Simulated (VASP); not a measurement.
# MgSe (Fm-3m) in VASP: further runs

The runs below take MgSe through single point, relaxation of cell and atoms, with PBE.

Everything below comes from runs of VASP 6.6.1. Logs are shortened: lines on timing, memory, paths and dates and some standing lists are left out, and cuts for length are marked.

### 1 The structure

It takes space group Fm-3m (No. 225, cubic). Conventional cell: a = 5.509 Å, b = 5.509 Å, c = 5.509 Å, α = 90.00°, β = 90.00°, γ = 90.00°. Around Mg (site symmetry m-3m) lie 6 Se at 2.75 Å. Around Se (site symmetry m-3m) lie 6 Mg at 2.75 Å.

### 2 Single point, PBE

Contents of INCAR:

```
SYSTEM = MgSe
ALGO = Normal ; EDIFF = 1E-7
ENCUT = 520 ; GGA = PE
ISIF = 2 ; ISMEAR = 0
LASPH = .True. ; LCHARG = .False.
LREAL = .False. ; LWAVE = .False.
NBANDS = 11 ; NELM = 100
PREC = Accurate ; SIGMA = 0.02
```

Contents of KPOINTS:

```
k-points
0
Gamma
  8 8 8
  0 0 0
```

Contents of POSCAR:

```
MgSe
1.0
    0.0000000000      2.7544736754      2.7544736754
    2.7544736754      0.0000000000      2.7544736754
    2.7544736754      2.7544736754      0.0000000000
Mg Se
1 1
Direct
    0.0000000000      0.0000000000      0.0000000000
    0.5000000000      0.5000000000      0.5000000000
```

Potentials or basis: VASP PAW PBE potentials, release 64 (Mg, Se).

Command:

```sh
> cat potpaw_PBE.64/Mg/POTCAR potpaw_PBE.64/Se/POTCAR > POTCAR
> mpirun -np 1 vasp_std > vasp.out
```

OUTCAR:

```text
SYSTEM = MgSe
   EDIFF = 1E-7
   ENCUT = 520
   GGA = PE
   ISIF = 2
   ISMEAR = 0
   LASPH = .True.
   LREAL = .False.
   NELM = 100
   PREC = Accurate

 ion  position               nearest neighbor table
   1  0.000  0.000  0.000-   2 2.75   2 2.75   2 2.75   2 2.75   2 2.75   2 2.75
   2  0.500  0.500  0.500-   1 2.75   1 2.75   1 2.75   1 2.75   1 2.75   1 2.75

  LATTYP: Found a face centered cubic cell.
 ALAT       =     5.5089473508

  Lattice vectors:

 A1 = (   0.0000000000,   2.7544736754,   2.7544736754)
 A2 = (   2.7544736754,   0.0000000000,   2.7544736754)
 A3 = (   2.7544736754,   2.7544736754,   0.0000000000)

Analysis of symmetry for initial positions (statically):
=====================================================================
 Subroutine PRICEL returns:
 Original cell was already a primitive cell.

 Routine SETGRP: Setting up the symmetry group for a
 face centered cubic supercell.

 Subroutine GETGRP returns: Found 48 space group operations
 (whereof 48 operations were pure point group operations)
 out of a pool of 48 trial point group operations.

The static configuration has the point symmetry O_h .

Analysis of symmetry for dynamics (positions and initial velocities):
=====================================================================
 Subroutine PRICEL returns:
 Original cell was already a primitive cell.

 Routine SETGRP: Setting up the symmetry group for a
 face centered cubic supercell.

 Subroutine GETGRP returns: Found 48 space group operations
 (whereof 48 operations were pure point group operations)
 out of a pool of 48 trial point group operations.

The dynamic configuration has the point symmetry O_h .

 Subroutine INISYM returns: Found 48 space group operations
 (whereof 48 operations are pure point group operations),
 and found     1 'primitive' translations

----------------------------------------------------------------------------------------

                                     Primitive cell

  volume of cell :      41.7971

  direct lattice vectors                    reciprocal lattice vectors
     0.000000000  2.754473675  2.754473675    -0.181522882  0.181522882  0.181522882
     2.754473675  0.000000000  2.754473675     0.181522882 -0.181522882  0.181522882
     2.754473675  2.754473675  0.000000000     0.181522882  0.181522882 -0.181522882

  length of vectors
     3.895414029  3.895414029  3.895414029     0.314406854  0.314406854  0.314406854

  position of ions in fractional coordinates (direct lattice)
     0.000000000  0.000000000  0.000000000
     0.500000000  0.500000000  0.500000000

  ion indices of the primitive-cell ions
   primitive index   ion index
                 1           1
                 2           2

----------------------------------------------------------------------------------------

 KPOINTS: k-points

Automatic generation of k-mesh.
 Grid dimensions read from file:
 generate k-points for:    8    8    8

 Generating k-lattice:

  Cartesian coordinates                     Fractional coordinates (reciprocal lattice)
    -0.022690360  0.022690360  0.022690360     0.125000000  0.000000000  0.000000000
     0.022690360 -0.022690360  0.022690360     0.000000000  0.125000000  0.000000000
     0.022690360  0.022690360 -0.022690360     0.000000000  0.000000000  0.125000000

  Length of vectors
     0.039300857  0.039300857  0.039300857

  Shift w.r.t. Gamma in fractional coordinates (k-lattice)
     0.000000000  0.000000000  0.000000000

 Subroutine IBZKPT returns following result:
 ===========================================

 Found     29 irreducible k-points:

 Following reciprocal coordinates:
            Coordinates               Weight
  0.000000  0.000000  0.000000      1.000000
  0.125000  0.000000  0.000000      8.000000
  0.250000  0.000000  0.000000      8.000000
  0.375000  0.000000  0.000000      8.000000
  0.500000  0.000000  0.000000      4.000000
  0.125000  0.125000  0.000000      6.000000
[... 16 lines left out ...]
  0.500000  0.250000  0.125000     48.000000
 -0.375000  0.250000  0.125000     24.000000
 [... further k-points ...]
   k-points           NKPTS =     29   k-points in BZ     NKDIM =     29   number of bands    NBANDS=     11
   number of dos      NEDOS =    301   number of ions     NIONS =      2
   total plane-waves  NPLWV =  27000
   dimension x,y,z NGX =    30 NGY =   30 NGZ =   30
   dimension x,y,z NGXF=    60 NGYF=   60 NGZF=   60
   ions per type =               1   1
   NGX,Y,Z   is equivalent  to a cutoff of  12.80, 12.80, 12.80 a.u.
   NGXF,Y,Z  is equivalent  to a cutoff of  25.61, 25.61, 25.61 a.u.
 SYSTEM =  MgSe
   PREC   = accura    normal or accurate (medium, high low for compatibility)
   ISTART =      0    job   : 0-new  1-cont  2-samecut
   ICHARG =      2    charge: 1-file 2-atom 10-const
   ISPIN  =      1    spin polarized calculation?
   LNONCOLLINEAR =      F non collinear calculations
   LSORBIT =      F    spin-orbit coupling
   LASPH  =      T    aspherical Exc in radial PAW
   ENCUT  =  520.0 eV  38.22 Ry    6.18 a.u.   7.24  7.24  7.24*2*pi/ulx,y,z
   NELM   =    100;   NELMIN=  2; NELMDL= -5     # of ELM steps
   EDIFF  = 0.1E-06   stopping-criterion for ELM
   LREAL  =      F    real-space projection
   EDIFFG = 0.1E-05   stopping-criterion for IOM
   NSW    =      0    number of steps for IOM
   IBRION =     -1    ionic relax: 0-MD 1-quasi-New 2-CG
   NFREE  =      0    steps in history (QN), initial steepest desc. (CG)
   ISIF   =      2    stress and relaxation
   ISYM   =      2    0-nonsym 1-usesym 2-fastsym
   POTIM  = 0.5000    time-step for ionic-motion
   TEBEG  =    0.0;   TEEND  =   0.0 temperature during run
   PSTRESS=    0.0 pullay stress
   NELECT =       8.0000    total number of electrons
   NUPDOWN=      -1.0000    fix difference up-down
   EMIN   =  10.00;   EMAX   =-10.00  energy-range for DOS
   EFERMI =   0.00;   METHOD = LEGACY
   ISMEAR =     0;   SIGMA  =   0.02  broadening in eV -4-tet -1-fermi 0-gaus
   EFERMI_NEDOS =   21; number of points for ismear=-14 and -15
   IALGO  =     38    algorithm
   IMIX   =      4    mixing-type and parameters
     AMIX     =   0.40;   BMIX     =  1.00
     AMIX_MAG =   1.60;   BMIX_MAG =  1.00
  volume/ion in A,a.u.               =      20.90       141.03
  Fermi-wavevector in a.u.,A,eV,Ry     =   0.943459  1.782878 12.110739  0.890114
  Thomas-Fermi vector in A             =   2.071168
   LORBIT       =      0    0 simple, 1 ext, 2 COOP (PROOUT), +10 PAW based schemes
   GGA     = PE    functional components
   LHFCALC =     F    Hartree Fock is set to
   AEXX    =    0.0000 exact exchange contribution
   IVDW    =     0    specifies the selected vdW correction
   LEPSILON=     F    determine dielectric tensor
   LRPA    =     F    only Hartree local field effects (RPA)
 non-spin polarized calculation
 Gauss-broadening in eV      SIGMA  =   0.02
  energy-cutoff  :      520.00
  volume of cell :       41.80
 maximum number of plane-waves:      1158
 NGX is ok and might be reduce to    30
   NGX = 15   NGY = 15   NGZ = 15

 number of electron       7.9999999 magnetization

 Free energy of the ion-electron system (eV)
  ---------------------------------------------------
  ext. energy  EPLUGINS =         0.00000000
  ---------------------------------------------------
  free energy    TOTEN  =        -7.49038194 eV

  energy without entropy =       -7.49038194  energy(sigma->0) =       -7.49038194

 E-fermi :   3.0471     XC(G=0):  -9.3619

 val. band max:        2.9643928806   @ k =   0.0000   0.0000   0.0000
 cond. band min:       4.7126271927   @ k =   0.5000   0.5000   0.0000
 fundamental gap:      1.7482343122
 Fermi energy:         3.0470795860

 k-point     1 :       0.0000    0.0000    0.0000
  band No.  band energies     occupation
      1      -9.8075      2.00000
      2       2.9644      2.00000
      3       2.9644      2.00000
      4       2.9644      2.00000
      5       5.3524      0.00000
      6      10.3862      0.00000
      7      10.3862      0.00000
      8      10.3862      0.00000
      9      12.8765      0.00000
     10      12.8765      0.00000
     11      13.9038      0.00000

 k-point     2 :       0.1250    0.0000    0.0000
  band No.  band energies     occupation
      1      -9.6820      2.00000
      2       1.7661      2.00000
      3       2.8701      2.00000
      4       2.8701      2.00000
      5       6.3297      0.00000
      6      10.0508      0.00000
      7      10.5922      0.00000
      8      10.5922      0.00000
      9      11.8538      0.00000
     10      11.8538      0.00000
     11      13.5515      0.00000

 k-point     3 :       0.2500    0.0000    0.0000
  band No.  band energies     occupation
      1      -9.3471      2.00000
      2       0.0320      2.00000
      3       2.6653      2.00000
      4       2.6653      2.00000
      5       6.9779      0.00000
      6       9.9885      0.00000
      7       9.9885      0.00000
      8      10.5665      0.00000
      9      12.4842      0.00000
     10      12.4842      0.00000
     11      12.8186      0.00000

 k-point     4 :       0.3750    0.0000    0.0000
  band No.  band energies     occupation
      1      -8.9504      2.00000
      2      -1.3015      2.00000
      3       2.4858      2.00000
      4       2.4858      2.00000
      5       6.8520      0.00000
      6       9.2751      0.00000
      7       9.2751      0.00000
      8      11.3880      0.00000
      9      13.1448      0.00000
     10      14.3727      0.00000
     11      14.3727      0.00000

 k-point     5 :       0.5000    0.0000    0.0000
  band No.  band energies     occupation
      1      -8.7600      2.00000
      2      -1.8161      2.00000
      3       2.4174      2.00000
      4       2.4174      2.00000
      5       6.7522      0.00000
      6       9.0226      0.00000
      7       9.0226      0.00000
      8      11.3427      0.00000
      9      14.1962      0.00000
     10      16.6939      0.00000
     11      16.6939      0.00000
[... 211 lines left out ...]
 k-point    21 :       0.5000    0.5000    0.0000
  band No.  band energies     occupation
      1      -8.4604      2.00000
      2      -1.1324      2.00000
      3       1.2537      2.00000
      4       1.2537      2.00000
      5       4.7126      0.00000
      6       7.0140      0.00000
      7      14.4060      0.00000
      8      14.8552      0.00000
      9      14.8552      0.00000
     10      15.4671      0.00000
     11      18.6875      0.00000

 k-point    22 :       0.3750    0.2500    0.1250
  band No.  band energies     occupation
      1      -9.0878      2.00000
      2      -0.2131      2.00000
      3       1.4978      2.00000
      4       2.3003      2.00000
      5       7.7044      0.00000
      6       9.0144      0.00000
      7       9.1510      0.00000
      8      11.2418      0.00000
      9      12.4069      0.00000
     10      15.2761      0.00000
     11      15.6913      0.00000

 k-point    23 :       0.5000    0.2500    0.1250
  band No.  band energies     occupation
      1      -8.7563      2.00000
      2      -0.9688      2.00000
      3       0.9730      2.00000
      4       1.9782      2.00000
      5       7.6409      0.00000
      6       8.6053      0.00000
      7      10.1391      0.00000
      8      11.1314      0.00000
      9      13.6776      0.00000
     10      15.5038      0.00000
     11      16.2318      0.00000

 k-point    24 :      -0.3750    0.2500    0.1250
  band No.  band energies     occupation
      1      -8.6023      2.00000
      2      -1.3095      2.00000
      3       0.8348      2.00000
      4       1.8083      2.00000
      5       7.6278      0.00000
      6       8.3217      0.00000
      7      10.6141      0.00000
      8      11.8838      0.00000
      9      13.9098      0.00000
     10      14.4912      0.00000
     11      16.9091      0.00000

 [... further k-points ...]
[... 5 lines left out ...]
  --------------------------------------------------------------------------------------
  -------------------------------------------------------------------------------------
  Total       -0.0377885     -0.0377885     -0.0377885      0.0000000      0.0000000     -0.0000000
  in kB       -1.4485191     -1.4485191     -1.4485191      0.0000000      0.0000000     -0.0000000
  external PRESSURE =      -1.4485191 kB  Pullay stress =       0.0000000 kB

 VOLUME and BASIS-vectors are now :
 -----------------------------------------------------------------------------
  energy-cutoff  :      520.00
  volume of cell :       41.80
      direct lattice vectors                 reciprocal lattice vectors
     0.000000000  2.754473675  2.754473675    -0.181522882  0.181522882  0.181522882
     2.754473675  0.000000000  2.754473675     0.181522882 -0.181522882  0.181522882
     2.754473675  2.754473675  0.000000000     0.181522882  0.181522882 -0.181522882

 POSITION                                       TOTAL-FORCE (eV/Angst)
 -----------------------------------------------------------------------------------
      0.00000      0.00000      0.00000         0.000000      0.000000      0.000000
      2.75447      2.75447      2.75447        -0.000000     -0.000000     -0.000000
 -----------------------------------------------------------------------------------
    total drift:                               -0.000000     -0.000000      0.000000

  FREE ENERGIE OF THE ION-ELECTRON SYSTEM (eV)
  ---------------------------------------------------
  free  energy   TOTEN  =        -7.4903819414 eV

  energy  without entropy=       -7.4903819414  energy(sigma->0) =       -7.49038194
```

Run time: 14 s. Hardware: 1 thread of Intel Xeon Platinum 8259CL at 2.50GHz (Skylake/Cascade Lake), shared host; peak memory 0.17 GiB.

Results:

```
Free energy            : -7.4904 eV
Pressure               : -0.1 GPa
Band gap on the k mesh : 1.75 eV, indirect (least direct gap 2.39 eV)
```

Levels at points of the mesh, in eV from the valence-band top:
```csv
k point,band 1,band 2,band 3,band 4,band 5,band 6,band 7,band 8,band 9
"(0.00, 0.00, 0.00)",-12.77,0.00,0.00,0.00,2.39,7.42,7.42,7.42,9.91
"(0.50, 0.00, 0.00)",-11.72,-4.78,-0.55,-0.55,3.79,6.06,6.06,8.38,11.23
"(0.50, 0.50, 0.00)",-11.42,-4.10,-1.71,-1.71,1.75,4.05,11.44,11.89,11.89
```

A k mesh can miss the band edges. Expect the measured gap to be larger: semilocal functionals such as PBE lack the derivative discontinuity.

### 3 Single point, PBE (cell and atoms relaxed tightly for response)

Contents of INCAR:

```
SYSTEM = MgSe
PREC     = Accurate       ! precision mode
ENCUT    = 520            ! plane-wave cutoff, eV
EDIFF    = 1E-7           ! SCF threshold, eV
ISMEAR   = 0              ! smearing method
SIGMA    = 0.01           ! smearing width, eV
LREAL    = .FALSE.        ! projectors in reciprocal space
LASPH    = .TRUE.         ! aspherical terms in the spheres
NELM     = 100            ! most SCF steps
ALGO     = Normal         ! electronic algorithm
ISIF     = 2              ! what is computed and relaxed
LWAVE    = .FALSE.        ! write WAVECAR
LCHARG   = .FALSE.        ! write CHGCAR
GGA      = PE             ! functional
NBANDS   = 11             ! bands
```

Contents of KPOINTS:

```
regular mesh
0
G
  8 8 8
  0 0 0
```

Contents of POSCAR:

```
MgSe
1.0
    0.0000000000      2.7540709696      2.7540709696
    2.7540709696      0.0000000000      2.7540709696
    2.7540709696      2.7540709696      0.0000000000
Mg Se
1 1
Direct
    0.0000000000      0.0000000000      0.0000000000
    0.5000000000      0.5000000000      0.5000000000
```

Potentials or basis: VASP PAW PBE potentials, release 64 (Mg, Se).

Command:

```sh
> cat potpaw_PBE.64/Mg/POTCAR potpaw_PBE.64/Se/POTCAR > POTCAR
> mpirun -np 1 vasp_std > vasp.out
```

It took 17 s on 1 thread of AMD EPYC 7R43 (Zen 3), shared host; peak memory 0.13 GiB.

The run converged. Its results:

| Quantity | Value |
| --- | --- |
| Free energy | -7.4904 eV |
| Pressure | -0.1 GPa |
| Band gap on the k mesh | 1.75 eV, indirect (least direct gap 2.39 eV) |

Levels at points of the mesh, in eV from the valence-band top:
```csv
k point,band 1,band 2,band 3,band 4,band 5,band 6,band 7,band 8
"(0.00, 0.00, 0.00)",-12.77,0.00,0.00,0.00,2.39,7.42,7.42,7.42
"(0.50, 0.00, 0.00)",-11.73,-4.78,-0.55,-0.55,3.79,6.06,6.06,8.38
"(0.50, 0.50, 0.00)",-11.43,-4.10,-1.71,-1.71,1.75,4.05,11.45,11.89
```

A k mesh can miss the band edges.

[end of part 1 of 2]
